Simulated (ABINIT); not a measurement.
# BAs (F-43m) in ABINIT: a series of runs

The runs below take BAs through band structure, equation of state, with rPW86PBE, LDA-PZ, AM05, revPBE+D3.

All numbers are computed with ABINIT 10.8.3 (patched build); they aren't measurements. Logs are shortened: lines on timing, memory, paths and dates and some standing lists are left out, and cuts for length are marked. The log counts tension as positive stress, the text compression.

**Measured values to compare with.**

“Basic Physical Properties of Cubic Boron Arsenide”, 2019, arxiv:1911.11281 quotes, for a bulk crystal of BAs: bulk modulus 148 GPa.

The results are compared with them further down.

### Step 1. The crystal as given

The structure is cubic, space group F-43m (No. 216). Conventional cell: a = 4.777 Å, b = 4.777 Å, c = 4.777 Å, α = 90.00°, β = 90.00°, γ = 90.00°. Around As (site symmetry -43m) lie 4 B at 2.07 Å. B (site symmetry -43m) is surrounded by 4 As at 2.07 Å.

### Step 2. Band structure, rPW86PBE

Input file run.abi:

```
# Datasets: ground state, then fixed potential
ndtset 2

# Pseudopotentials
pp_dirpath "./"
pseudos "As.GGA_PBE-JTH_sp.xml, B.GGA_PBE-JTH.xml"

# Structure
acell 3*1.0
rprim
     0.0000000000     4.5136108487     4.5136108487
     4.5136108487     0.0000000000     4.5136108487
     4.5136108487     4.5136108487     0.0000000000
ntypat 2
znucl 33 5
natom 2
typat 1 2
xred
     0.7500000000     0.7500000000     0.7500000000
     0.0000000000     0.0000000000     0.0000000000

# Plane-wave basis
ecut 15.0
pawecutdg 30.0

# Exchange and correlation
ixc -144130

# Bands and occupations
occopt 3
tsmear 0.05 eV

# SCF cycle
nstep 100

# Output
iomode 3
prtwf 0
prteig 0
prtebands 0
prtden1 1

# Dataset 1
kptopt1 1
ngkpt1 10 10 10
nshiftk1 1
shiftk1 0.0 0.0 0.0
nband1 8
tolvrs1 1.0e-9

# Dataset 2: bands along G-X-W-K-G-L-U-W-L-K
iscf2 -2
getden2 1
nband2 12
nbdbuf2 2
tolwfr2 1.0e-12
kptopt2 -9
ndivsm2 5
prteig2 1
prtvol2 -3
kptbounds2
     0.0000000000     0.0000000000     0.0000000000
     0.5000000000     0.0000000000     0.5000000000
     0.5000000000     0.2500000000     0.7500000000
     0.3750000000     0.3750000000     0.7500000000
     0.0000000000     0.0000000000     0.0000000000
     0.5000000000     0.5000000000     0.5000000000
     0.6250000000     0.2500000000     0.6250000000
     0.5000000000     0.2500000000     0.7500000000
     0.5000000000     0.5000000000     0.5000000000
     0.3750000000     0.3750000000     0.7500000000
```

Potentials or basis: JTH PAW PBE v2.0 sp.

Started as:

```
$ abinit run.abi > log 2>&1
```

run.abo:

```text
.Version 10.8.3 of ABINIT
 DATASET    1 : space group F-4 3 m (#216); Bravais cF (face-center cubic)
================================================================================
 Values of the parameters that define the memory need for DATASET  1.
     intxc =       0    ionmov =       0      iscf =      17    lmnmax =       8
     lnmax =       4     mgfft =      24  mpssoang =       2    mqgrid =    3001
     natom =       2  nloc_mem =       2    nspden =       1   nspinor =       1
    nsppol =       1      nsym =      24    n1xccc =       1    ntypat =       2
    occopt =       3   xclevel =       2
       mpw =         532          nfft =       13824          nkpt =          47
 PAW method is used; the additional fine FFT grid is defined by:
   mgfftf=        32    nfftf =     32768
================================================================================
================================================================================

 DATASET    2 : space group F-4 3 m (#216); Bravais cF (face-center cubic)
================================================================================
 Values of the parameters that define the memory need for DATASET  2.
     intxc =       0    ionmov =       0      iscf =      -2    lmnmax =       8
     lnmax =       4     mgfft =      24  mpssoang =       2    mqgrid =    3001
     natom =       2  nloc_mem =       2    nspden =       1   nspinor =       1
    nsppol =       1      nsym =      24    n1xccc =       1    ntypat =       2
    occopt =       3   xclevel =       2
       mpw =         532          nfft =       13824          nkpt =          87
 PAW method is used; the additional fine FFT grid is defined by:
   mgfftf=        32    nfftf =     32768
================================================================================
================================================================================

--------------------------------------------------------------------------------
------------- Echo of variables that govern the present computation ------------
--------------------------------------------------------------------------------
 -outvars: echo values of preprocessed input variables --------
            acell      1.0000000000E+00  1.0000000000E+00  1.0000000000E+00 Bohr
              amu      7.49215900E+01  1.08110000E+01
             ecut      1.50000000E+01 Hartree
           getden1          0
           getden2          1
             iscf1         17
             iscf2         -2
              ixc     -144130
           jdtset        1    2
           kptopt1          1
           kptopt2         -9
         kptrlatt       10    0    0      0   10    0      0    0   10
          kptrlen1     6.38320968E+01
          kptrlen2     3.00000000E+01
            natom           2
[... 730 lines left out ...]
cartesian_forces: null
force_length_stats: {min: null, max: null, mean: null, }
...

 Integrated electronic density in atomic spheres:
 ------------------------------------------------
 Atom  Sphere_radius  Integrated_density
    1        2.10392          2.85321981
    2        1.70617          1.80745008

================================================================================

 ----iterations are completed or convergence reached----

 Mean square residual over all n,k,spin=   39.406E-14; max=  99.470E-14
 reduced coordinates (array xred) for    2 atoms
       0.750000000000      0.750000000000      0.750000000000
       0.000000000000      0.000000000000      0.000000000000

 cartesian coordinates (angstrom) at end:
    1      3.58274999759430     3.58274999759430     3.58274999759430
    2      0.00000000000000     0.00000000000000     0.00000000000000
 length scales=  1.000000000000  1.000000000000  1.000000000000 bohr
              =  0.529177210544  0.529177210544  0.529177210544 angstroms
 Eigenvalues (hartree) for nkpt=  87  k points:
 kpt#   1, nband= 12, wtk=  1.00000, kpt=  0.0000  0.0000  0.0000 (reduced coord)
  -0.46522    0.09881    0.09881    0.09881    0.22304    0.22304    0.22304    0.27140
   0.46525    0.60033    0.60033    0.65080
 kpt#   2, nband= 12, wtk=  1.00000, kpt=  0.0357  0.0000  0.0357 (reduced coord)
  -0.46420    0.09337    0.09394    0.09394    0.21985    0.22909    0.22909    0.27687
   0.46937    0.57576    0.60155    0.65308
 kpt#   3, nband= 12, wtk=  1.00000, kpt=  0.0714  0.0000  0.0714 (reduced coord)
  -0.46114    0.07855    0.08158    0.08158    0.21237    0.24495    0.24495    0.28953
   0.48132    0.53767    0.60522    0.65994
 kpt#   4, nband= 12, wtk=  1.00000, kpt=  0.1071  0.0000  0.1071 (reduced coord)
  -0.45606    0.05740    0.06558    0.06558    0.20299    0.26674    0.26674    0.30306
   0.49988    0.50324    0.61134    0.67138
 kpt#   5, nband= 12, wtk=  1.00000, kpt=  0.1429  0.0000  0.1429 (reduced coord)
  -0.44898    0.03246    0.04847    0.04847    0.19287    0.29179    0.29179    0.31115
   0.47817    0.52428    0.61990    0.68744
 kpt#   6, nband= 12, wtk=  1.00000, kpt=  0.1786  0.0000  0.1786 (reduced coord)
  -0.43994    0.00533    0.03162    0.03162    0.18279    0.30817    0.31865    0.31865
[... 230 lines left out ...]
  -0.34233   -0.20395   -0.06718    0.00156    0.21136    0.33386    0.35454    0.42456
   0.52106    0.60752    0.67333    0.73603
 kpt#  84, nband= 12, wtk=  1.00000, kpt=  0.4167  0.4167  0.6667 (reduced coord)
  -0.33476   -0.19892   -0.09001   -0.00711    0.20191    0.35570    0.37965    0.41137
   0.50897    0.60065    0.69948    0.75376
 kpt#  85, nband= 12, wtk=  1.00000, kpt=  0.4028  0.4028  0.6944 (reduced coord)
  -0.32692   -0.19569   -0.10742   -0.01499    0.19320    0.35347    0.40434    0.42003
   0.49936    0.59842    0.71649    0.78220
 kpt#  86, nband= 12, wtk=  1.00000, kpt=  0.3889  0.3889  0.7222 (reduced coord)
  -0.31992   -0.19600   -0.11628   -0.02173    0.18589    0.33292    0.42617    0.44451
   0.49306    0.60280    0.72328    0.81504
 kpt#  87, nband= 12, wtk=  1.00000, kpt=  0.3750  0.3750  0.7500 (reduced coord)
  -0.31560   -0.19885   -0.11563   -0.02709    0.18025    0.30907    0.44261    0.46203
   0.49772    0.61573    0.72364    0.83536

== END DATASET(S) ==============================================================
================================================================================

 -outvars: echo values of variables after computation  --------
            acell      1.0000000000E+00  1.0000000000E+00  1.0000000000E+00 Bohr
           etotal1    -9.3277324047E+00
            fcart1    -0.0000000000E+00 -0.0000000000E+00 -0.0000000000E+00
                      -0.0000000000E+00 -0.0000000000E+00 -0.0000000000E+00
            rprim      0.0000000000E+00  4.5136108487E+00  4.5136108487E+00
                       4.5136108487E+00  0.0000000000E+00  4.5136108487E+00
                       4.5136108487E+00  4.5136108487E+00  0.0000000000E+00
           strten1    -2.5985659632E-04 -2.5985659632E-04 -2.5985659632E-04
                       0.0000000000E+00  0.0000000000E+00  0.0000000000E+00
           xangst      3.5827499976E+00  3.5827499976E+00  3.5827499976E+00
                       0.0000000000E+00  0.0000000000E+00  0.0000000000E+00
             xred      7.5000000000E-01  7.5000000000E-01  7.5000000000E-01
                       0.0000000000E+00  0.0000000000E+00  0.0000000000E+00
 Calculation completed.
```

Wall time 17 s (1 thread of Arm Neoverse V1, shared host); peak memory 0.11 GiB.

Results:

```yaml
Free_energy: -253.8205 eV
Pressure: 7.6 GPa
Band_gap_on_the_k_mesh: 1.34 eV, indirect (least direct gap 3.38 eV)
Band_gap_along_the_path: 1.34 eV, indirect (least direct gap 3.38 eV)
Valence_electrons_inside_the_program's_atomic_spheres: As 2.85; B 1.81
```

Levels at the corners of the path, in eV from the valence-band top:
```csv
point,band 2,band 3,band 4,band 5,band 6,band 7
Γ,0.00,0.00,0.00,3.38,3.38,3.38
X,-8.46,-4.01,-4.01,1.61,1.61,11.45
W,-8.03,-5.37,-5.10,5.47,6.03,7.05
K,-8.10,-5.84,-3.43,2.22,5.72,9.36
Γ,0.00,0.00,0.00,3.38,3.38,3.38
L,-8.68,-1.79,-1.79,2.76,4.94,4.94
U,-8.10,-5.84,-3.43,2.22,5.72,9.36
W,-8.03,-5.37,-5.10,5.47,6.03,7.05
L,-8.68,-1.79,-1.79,2.76,4.94,4.94
K,-8.10,-5.84,-3.43,2.22,5.72,9.36
```

Caveat: the PAW data sets were made with another functional, which shifts forces and pressure a little; this set keeps more shells in the core, which shifts pressures and gaps.

### Step 3. Band structure, LDA-PZ

Input file run.abi:

```
ndtset 2

pp_dirpath "./"
pseudos "As.LDA_PW-JTH_sp.xml, B.LDA_PW-JTH.xml"

acell 3*1.0 Angstrom
rprim
     0.0000000000     2.3885000000     2.3885000000
     2.3885000000     0.0000000000     2.3885000000
     2.3885000000     2.3885000000     0.0000000000
ntypat 2
znucl 33 5
natom 2
typat 1 2
xred
     0.7500000000     0.7500000000     0.7500000000
     0.0000000000     0.0000000000     0.0000000000

ecut 408.170794 eV
pawecutdg 30.0

ixc 2

occopt 3
tsmear 0.00183747

nstep 100

iomode 3
prtwf 0
prteig 0
prtebands 0
prtden1 1
prtvha1 1
prtvclmb1 1
prtpot1 1

kptopt1 1
ngkpt1 10 10 10
nshiftk1 1
shiftk1 0.0 0.0 0.0
nband1 8
tolvrs1 1.0e-9

iscf2 -2
getden2 1
nband2 12
nbdbuf2 2
tolwfr2 1.0e-12
kptopt2 -9
ndivsm2 6
prteig2 1
prtvol2 -3
kptbounds2
     0.0000000000     0.0000000000     0.0000000000
     0.5000000000     0.0000000000     0.5000000000
     0.5000000000     0.2500000000     0.7500000000
     0.3750000000     0.3750000000     0.7500000000
     0.0000000000     0.0000000000     0.0000000000
     0.5000000000     0.5000000000     0.5000000000
     0.6250000000     0.2500000000     0.6250000000
     0.5000000000     0.2500000000     0.7500000000
     0.5000000000     0.5000000000     0.5000000000
     0.3750000000     0.3750000000     0.7500000000
```

Potentials or basis: JTH PAW LDA v2.0 sp.

Started as:

```
$ abinit run.abi > log 2>&1
```

Run time: 14 s. Hardware: 1 thread of Arm Neoverse V1, shared host; peak memory 0.11 GiB.

It converged, with:

| Property | Result |
| --- | --- |
| Free energy | -255.5772 eV |
| Pressure | -3.1 GPa |
| Band gap on the k mesh | 1.13 eV, indirect (least direct gap 3.28 eV) |
| Band gap along the path | 1.13 eV, indirect (least direct gap 3.28 eV) |
| Valence electrons inside the program's atomic spheres | As 2.86; B 1.77 |

Levels at the corners of the path, in eV from the valence-band top:
```tsv
point	band 1	band 2	band 3	band 4	band 5	band 6	band 7	band 8	band 9
Γ	-15.39	0.00	0.00	0.00	3.28	3.28	3.28	4.73	9.50
X	-11.28	-8.43	-4.06	-4.06	1.34	1.43	11.35	11.35	12.81
W	-11.12	-7.95	-5.50	-5.22	5.28	5.95	6.76	7.14	12.34
K	-11.31	-8.05	-5.97	-3.47	2.00	5.56	9.27	9.75	10.66
Γ	-15.39	0.00	0.00	0.00	3.28	3.28	3.28	4.73	9.50
L	-12.55	-8.75	-1.81	-1.81	2.71	4.80	4.80	8.88	12.61
U	-11.31	-8.05	-5.97	-3.47	2.00	5.56	9.27	9.75	10.66
W	-11.12	-7.95	-5.50	-5.22	5.28	5.95	6.76	7.14	12.34
L	-12.55	-8.75	-1.81	-1.81	2.71	4.80	4.80	8.88	12.61
K	-11.31	-8.05	-5.97	-3.47	2.00	5.56	9.27	9.75	10.66
```

Caveat: this set keeps more shells in the core, which shifts pressures and gaps.

(Continued in part 2 of 2.)
